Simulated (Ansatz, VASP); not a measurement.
# Cross-check of GaSb between VASP and Ansatz

One calculation is typed for both programs; each brings its own data sets. How far apart do they land? The cell is taken from a series of runs on this material, whose earlier steps may have relaxed, scaled, displaced or heated it; both programs get it as it stands.

Method: plane waves, with VASP 6.6.1 beside it; zone-centre phonons at LDA, in Ansatz 0.2.0.

## (1) Set-up

It takes space group Imm2 (No. 44, orthorhombic). Conventional cell: a = 4.274 Å, b = 4.405 Å, c = 5.966 Å, α = 90.00°, β = 90.00°, γ = 90.00°. Nearest to Ga lie 4 Sb at 2.62 to 2.65 Å. Sb has 4 Ga at 2.62 to 2.65 Å nearest. Farther neighbours are not listed.

As a file:

```cif
data_structure
_symmetry_space_group_name_H-M 'Imm2'
_symmetry_Int_Tables_number 44
_cell_length_a 4.2740
_cell_length_b 4.4054
_cell_length_c 5.9662
_cell_angle_alpha 90.000
_cell_angle_beta 90.000
_cell_angle_gamma 90.000
_cell_volume 112.34
loop_
_atom_site_label
_atom_site_type_symbol
_atom_site_symmetry_multiplicity
_atom_site_Wyckoff_symbol
_atom_site_fract_x
_atom_site_fract_y
_atom_site_fract_z
_atom_site_occupancy
Ga1 Ga 2 a 0.00000 0.00000 0.00226 1
Sb1 Sb 2 b 0.50000 0.00000 0.74774 1
```

## (2) VASP: zone-centre phonons, LDA

Second derivatives magnify differences that forces hide, and they need a tight electronic threshold.

Lines of VASP's logs that name or quote its potential files are left out, and so is its time.

INCAR reads:

```
SYSTEM = GaSb
PREC = Accurate
ENCUT = 500
EDIFF = 1E-08
NELM = 120
ISMEAR = 1
SIGMA = 0.2
LREAL = .FALSE.
ALGO = Normal
GGA = PW92
NBANDS = 15
LORBIT = 11
LWAVE = .FALSE.
LCHARG = .FALSE.
ISIF = 2
IBRION = 8
LASPH = .TRUE.
GGA_COMPAT = .FALSE.
KPAR = 2
```

POSCAR reads:

```
GaSb
1.0
    0.0464563597      3.0686407608      2.9830888405
    3.0686407608      0.0464563597      2.9830888405
    3.1150971205      3.1150971205      0.0000000000
Ga Sb
1 1
Direct
    0.9977401009      0.9977401009      0.0022598991
    0.7522598991      0.7522598991      0.7477401009
```

KPOINTS reads:

```
Automatic mesh
0
Gamma
12 12 12
0 0 0
```

The projector-augmented-wave data sets are Ga_d and Sb (LDA family, release 64).

Run with:

```console
> mpirun -np 2 vasp_std
```

Numbers of over 12 decimals in the logs are rounded to 6 here.

Log:

```text
[banner, memory and clock lines left out]
running    2 mpi-ranks, on    1 nodes
 distrk:  each k-point on    1 cores,    2 groups
 distr:  one band on    1 cores,    1 groups

 POSCAR found type information on POSCAR GaSb
 POSCAR found :  2 types and       2 ions
|                                                                             |
|               ----> ADVICE to this user running VASP <----                  |
|                                                                             |
|     You enforced a specific xc type in the INCAR file but a different       |
|     [... a line on the potential file left out ...]
|     I HOPE YOU KNOW WHAT YOU ARE DOING!                                     |
|                                                                             |

 LDA part: xc-table for (Slater(with rela. corr.)+PW92), standard interpolation
 POSCAR, INCAR and KPOINTS ok, starting setup
 FFT: planning ... GRIDC
 FFT: planning ... GRID_SOFT
 FFT: planning ... GRID
 WAVECAR not read
 entering main loop
       N       E                     dE             d eps       ncg     rms          rms(c)
DAV:   1     0.806338088485E+02    0.80634E+02   -0.84956E+03  8512   0.144E+03
DAV:   2    -0.256468967368E+01   -0.83198E+02   -0.80277E+02  9912   0.301E+02
DAV:   3    -0.866663515044E+01   -0.61019E+01   -0.60826E+01  9954   0.675E+01
DAV:   4    -0.877708471678E+01   -0.11045E+00   -0.11043E+00 10557   0.102E+01
DAV:   5    -0.877978458865E+01   -0.26999E-02   -0.26998E-02 10737   0.140E+00    0.335E+00
DAV:   6    -0.869057717454E+01    0.89207E-01   -0.75357E-02 12509   0.441E+00    0.194E+00
DAV:   7    -0.865473712994E+01    0.35840E-01   -0.52173E-02  9681   0.182E+00    0.293E-01
DAV:   8    -0.865446304403E+01    0.27409E-03   -0.48415E-03 10641   0.847E-01    0.986E-02
DAV:   9    -0.865453713581E+01   -0.74092E-04   -0.35413E-04  9959   0.168E-01    0.375E-02
DAV:  10    -0.865453055882E+01    0.65770E-05   -0.19300E-05 10983   0.375E-02    0.127E-02
DAV:  11    -0.865453310491E+01   -0.25461E-05   -0.42437E-06  9660   0.191E-02    0.504E-03
DAV:  12    -0.865453308321E+01    0.21699E-07   -0.21117E-07 10872   0.351E-03    0.126E-03
DAV:  13    -0.865453309229E+01   -0.90777E-08   -0.22411E-08 10198   0.138E-03
   1 F= -.86545331E+01 E0= -.86546356E+01  d E =0.307449E-03
 Linear response reoptimize wavefunctions to high precision
DAV:   1    -0.865453309229E+01   -0.90949E-12   -0.10214E-09  8660   0.390E-04
DAV:   2    -0.865453309231E+01   -0.17280E-10   -0.15910E-10  6034   0.112E-04
 Linear response DOF=           4
 Linear response progress:
  Degree of freedom:   1/  4
       N       E                     dE             d eps       ncg     rms          rms(c)
RMM:   1    -0.168246151959E+00   -0.16825E+00    0.91716E-02 32399   0.847E+00
RMM:   2    -0.166762926359E+00    0.14832E-02   -0.27222E-02 48939   0.137E+00    0.399E-02
RMM:   3    -0.166945368464E+00   -0.18244E-03   -0.36679E-03 50744   0.449E-01    0.262E-02
RMM:   4    -0.166909899723E+00    0.35469E-04   -0.18473E-03 55909   0.215E-01    0.145E-02
RMM:   5    -0.166906697755E+00    0.32020E-05   -0.79909E-05 53873   0.548E-02    0.428E-03
RMM:   6    -0.166907212487E+00   -0.51473E-06   -0.16774E-05 54723   0.230E-02    0.536E-04
RMM:   7    -0.166899838384E+00    0.73741E-05   -0.24941E-06 53106   0.101E-02    0.620E-04
RMM:   8    -0.166903476325E+00   -0.36379E-05   -0.42455E-07 53846   0.461E-03    0.121E-04
RMM:   9    -0.166904376990E+00   -0.90066E-06   -0.14917E-07 54097   0.217E-03    0.817E-05
RMM:  10    -0.166905077511E+00   -0.70052E-06   -0.20546E-07 54728   0.106E-03    0.194E-05
RMM:  11    -0.166905050464E+00    0.27047E-07    0.25410E-08 54280   0.523E-04    0.156E-05
RMM:  12    -0.166905131271E+00   -0.80807E-07   -0.38963E-08 54914   0.271E-04    0.113E-05
RMM:  13    -0.166905234928E+00   -0.10366E-06   -0.43464E-08 53683   0.148E-04    0.169E-06
RMM:  14    -0.166905229159E+00    0.57696E-08   -0.37656E-08 54830   0.866E-05    0.399E-06
 first order change of Fermi-energy  -0.29226E-06
 force on displaced ion       1 direction 1 :  -7.948   0.225  -0.000
 Linear response progress:
  Degree of freedom:   2/  4
       N       E                     dE             d eps       ncg     rms          rms(c)
RMM:   1    -0.168001860871E+00   -0.16800E+00    0.10374E-01 10421   0.852E+00
RMM:   2    -0.166730500523E+00    0.12714E-02   -0.27656E-02 15605   0.135E+00    0.401E-02
RMM:   3    -0.166794498831E+00   -0.63998E-04   -0.39144E-03 16082   0.458E-01    0.255E-02
RMM:   4    -0.166762137991E+00    0.32361E-04   -0.21208E-03 17751   0.229E-01    0.149E-02
RMM:   5    -0.166770673280E+00   -0.85353E-05   -0.75752E-05 17156   0.554E-02    0.516E-03
RMM:   6    -0.166774247653E+00   -0.35744E-05   -0.15150E-05 17222   0.232E-02    0.118E-03
RMM:   7    -0.166761795752E+00    0.12452E-04   -0.37967E-06 16960   0.105E-02    0.568E-04
RMM:   8    -0.166763236255E+00   -0.14405E-05   -0.92353E-07 16918   0.481E-03    0.280E-04
RMM:   9    -0.166765311950E+00   -0.20757E-05   -0.24371E-07 17177   0.227E-03    0.492E-05
RMM:  10    -0.166765454704E+00   -0.14275E-06   -0.30015E-08 17123   0.108E-03    0.423E-05
RMM:  11    -0.166765689770E+00   -0.23507E-06   -0.38234E-08 17544   0.536E-04    0.202E-05
RMM:  12    -0.166765841262E+00   -0.15149E-06    0.48325E-09 17160   0.277E-04    0.988E-06
RMM:  13    -0.166765923126E+00   -0.81864E-07   -0.96719E-09 17602   0.150E-04    0.892E-07
RMM:  14    -0.166765899042E+00    0.24084E-07   -0.55426E-09 16902   0.870E-05    0.368E-06
RMM:  15    -0.166765924261E+00   -0.25219E-07    0.30666E-09 16976   0.555E-05    0.779E-07
RMM:  16    -0.166765931498E+00   -0.72376E-08   -0.14732E-09 16355   0.396E-05    0.369E-07
 first order change of Fermi-energy  -0.78529E+00
 force on displaced ion       1 direction 3 :   0.000   0.000  -7.941
 Linear response progress:
  Degree of freedom:   3/  4
       N       E                     dE             d eps       ncg     rms          rms(c)
RMM:   1    -0.294772146351E-01   -0.29477E-01    0.15144E-03 52415   0.140E+00
RMM:   2    -0.265924077277E-01    0.28848E-02   -0.36453E-03 47783   0.395E-01    0.678E-02
RMM:   3    -0.265344295117E-01    0.57978E-04   -0.21888E-04 53132   0.106E-01    0.361E-02
RMM:   4    -0.265587329456E-01   -0.24303E-04   -0.42646E-05 52997   0.451E-02    0.455E-03
RMM:   5    -0.265641326739E-01   -0.53997E-05   -0.60574E-06 55034   0.155E-02    0.289E-03
RMM:   6    -0.265560753452E-01    0.80573E-05   -0.80045E-07 52681   0.500E-03    0.546E-04
RMM:   7    -0.265556293565E-01    0.44599E-06   -0.72435E-08 55062   0.154E-03    0.286E-04
RMM:   8    -0.265553943830E-01    0.23497E-06   -0.13725E-08 52375   0.546E-04    0.664E-05
RMM:   9    -0.265553940548E-01    0.32818E-09   -0.25447E-09 55252   0.204E-04    0.295E-05
 first order change of Fermi-energy   0.53679E-04
 force on displaced ion       2 direction 1 :  -7.955   0.216  -0.000
 Linear response progress:
  Degree of freedom:   4/  4
       N       E                     dE             d eps       ncg     rms          rms(c)
RMM:   1    -0.291244870644E-01   -0.29124E-01    0.32475E-03 16658   0.139E+00
RMM:   2    -0.265916936679E-01    0.25328E-02   -0.36319E-03 15398   0.382E-01    0.661E-02
RMM:   3    -0.265121188979E-01    0.79575E-04   -0.22182E-04 16945   0.104E-01    0.354E-02
RMM:   4    -0.265245886803E-01   -0.12470E-04   -0.44630E-05 16978   0.444E-02    0.457E-03
RMM:   5    -0.265295382426E-01   -0.49496E-05   -0.62971E-06 17803   0.156E-02    0.288E-03
RMM:   6    -0.265233789385E-01    0.61593E-05   -0.72160E-07 17013   0.490E-03    0.927E-04
RMM:   7    -0.265220106601E-01    0.13683E-05   -0.39188E-08 17455   0.145E-03    0.314E-04
RMM:   8    -0.265214451471E-01    0.56551E-06   -0.12111E-08 17053   0.534E-04    0.820E-05
RMM:   9    -0.265214068522E-01    0.38295E-07   -0.24062E-09 17401   0.193E-04    0.171E-05
RMM:  10    -0.265214257865E-01   -0.18934E-07   -0.12747E-09 16661   0.736E-05    0.104E-05
RMM:  11    -0.265214224435E-01    0.33430E-08   -0.12267E-09 17320   0.299E-05    0.168E-06
 first order change of Fermi-energy   0.78582E+00
 force on displaced ion       2 direction 3 :  -0.000  -0.000  -7.949
 Linear response finished
```

From OUTCAR (step 2):

```text
ion  position               nearest neighbor table
   1  0.998  0.998  0.002-   2 2.62   2 2.62   2 2.65   2 2.65
   2  0.752  0.752  0.748-   1 2.62   1 2.62   1 2.65   1 2.65

  LATTYP: Found a body centered orthorhombic cell.
 ALAT       =     4.2740141680
 B/A-ratio  =     1.0307435639
 C/A-ratio  =     1.3959190228

 Subroutine GETGRP returns: Found  4 space group operations
 (whereof  4 operations were pure point group operations)

The static configuration has the point symmetry C_2v.

 Found    280 irreducible k-points:

   k-points           NKPTS =    280   k-points in BZ     NKDIM =    280   number of bands    NBANDS=     15

   dimension x,y,z NGX =    32 NGY =   32 NGZ =   32
   dimension x,y,z NGXF=    64 NGYF=   64 NGZF=   64

   ENCUT  =  500.0 eV  36.75 Ry    6.06 a.u.   7.80  7.80  8.03*2*pi/ulx,y,z

   NELECT =      18.0000    total number of electrons

 k-points in reciprocal lattice and weights: Automatic mesh
   0.00000000  0.00000000  0.00000000       0.001
   0.08333333  0.00000000  0.00000000       0.002
   0.16666667  0.00000000  0.00000000       0.002
   0.25000000  0.00000000  0.00000000       0.002
   0.33333333  0.00000000  0.00000000       0.002
   0.41666667  0.00000000  0.00000000       0.002
   0.50000000  0.00000000  0.00000000       0.001
   0.08333333  0.08333333  0.00000000       0.001
   0.16666667  0.08333333  0.00000000       0.002
[...]
0.25000000  0.25000000  0.50000000       0.001
  -0.25000000  0.25000000  0.50000000       0.001

 average (electrostatic) potential at core
       1 -66.7234       2 -88.4932

  Total       -0.3619745     -0.3619745      0.0572812     -0.4222970      0.0000000      0.0000000
  in kB      -10.3252321    -10.3252321      1.6339310    -12.0459171      0.0000000      0.0000000
  external PRESSURE =      -6.3388444 kB  Pullay stress =       0.0000000 kB

  energy-cutoff  :      500.00
  volume of cell :       56.17
      direct lattice vectors                 reciprocal lattice vectors
     0.046456360  3.068640761  2.983088840    -0.165443247  0.165443247  0.167611502
     3.068640761  0.046456360  2.983088840     0.165443247 -0.165443247  0.167611502
     3.115097121  3.115097121  0.000000000     0.160508639  0.160508639 -0.167611502

 POSITION                                       TOTAL-FORCE (eV/Angst)
 -----------------------------------------------------------------------------------
      3.11510      3.11510      5.95269         0.000000      0.000000     -0.001328
      4.67265      4.67265      4.48812        -0.000000     -0.000000      0.001328
 -----------------------------------------------------------------------------------
    total drift:                               -0.000001     -0.000001     -0.001058

 Eigenvectors and eigenvalues of the dynamical matrix
 ----------------------------------------------------

   1 f  =    6.711763 THz    42.171249 2PiTHz  223.880308 cm-1    27.757608 meV
             X         Y         Z           dx          dy          dz
      3.115097  3.115097  5.952695     0.563875   -0.563875    0.000000
      4.672646  4.672646  4.488116    -0.426668    0.426668   -0.000000

   2 f  =    6.617550 THz    41.579292 2PiTHz  220.737703 cm-1    27.367975 meV
             X         Y         Z           dx          dy          dz
      3.115097  3.115097  5.952695    -0.000000   -0.000000    0.797267
      4.672646  4.672646  4.488116     0.000000    0.000000   -0.603627

   3 f  =    6.527392 THz    41.012814 2PiTHz  217.730361 cm-1    26.995112 meV
             X         Y         Z           dx          dy          dz
      3.115097  3.115097  5.952695    -0.563631   -0.563631   -0.000000
      4.672646  4.672646  4.488116     0.426990    0.426990    0.000000

   4 f/i=    0.000343 THz     0.002156 2PiTHz    0.011447 cm-1     0.001419 meV
             X         Y         Z           dx          dy          dz
      3.115097  3.115097  5.952695     0.426668   -0.426668   -0.000000
      4.672646  4.672646  4.488116     0.563875   -0.563875   -0.000000

   5 f/i=    0.001547 THz     0.009720 2PiTHz    0.051601 cm-1     0.006398 meV
             X         Y         Z           dx          dy          dz
      3.115097  3.115097  5.952695     0.000000   -0.000000    0.603627
      4.672646  4.672646  4.488116     0.000000   -0.000000    0.797267

   6 f/i=    0.003391 THz     0.021307 2PiTHz    0.113115 cm-1     0.014025 meV
             X         Y         Z           dx          dy          dz
      3.115097  3.115097  5.952695    -0.426990   -0.426990    0.000000
      4.672646  4.672646  4.488116    -0.563631   -0.563631    0.000000

 ELASTIC MODULI CONTR FROM IONIC RELAXATION (kBar)
 Direction    XX          YY          ZZ          XY          YZ          ZX
 --------------------------------------------------------------------------------
 XX          -0.6498     -0.6498     -1.0941     10.5594     -0.0000      0.0000
 YY          -0.6498     -0.6498     -1.0941     10.5594      0.0000     -0.0000
 ZZ          -1.0941     -1.0941     -1.8422     17.7798     -0.0000     -0.0000
 XY          10.5594     10.5594     17.7798   -171.5983      0.0000      0.0000
 YZ          -0.0000      0.0000     -0.0000      0.0000   -172.3981     30.9157
 ZX           0.0000     -0.0000     -0.0000      0.0000     30.9157   -154.7518
 --------------------------------------------------------------------------------
```

The gap is under twice the smearing width, so the edge states are partly filled and the run can't tell a small gap from a semimetal. Methfessel-Paxton smearing is not meant for a cell with a gap.

(Continued in part 2 of 2.)

[Lines on the potential files, build, host, timing and source positions are cut from VASP's logs without a mark.]

[Logs are printed without paths, hosts, clocks, repeated set-up lines and the standing remarks that a program may print on its own settings, such as how far it seeks lower states.]

[Hosts, paths, dates, database ids (printed as entryN), source tags and the programs' standing remarks are cut or masked in the printed files.]
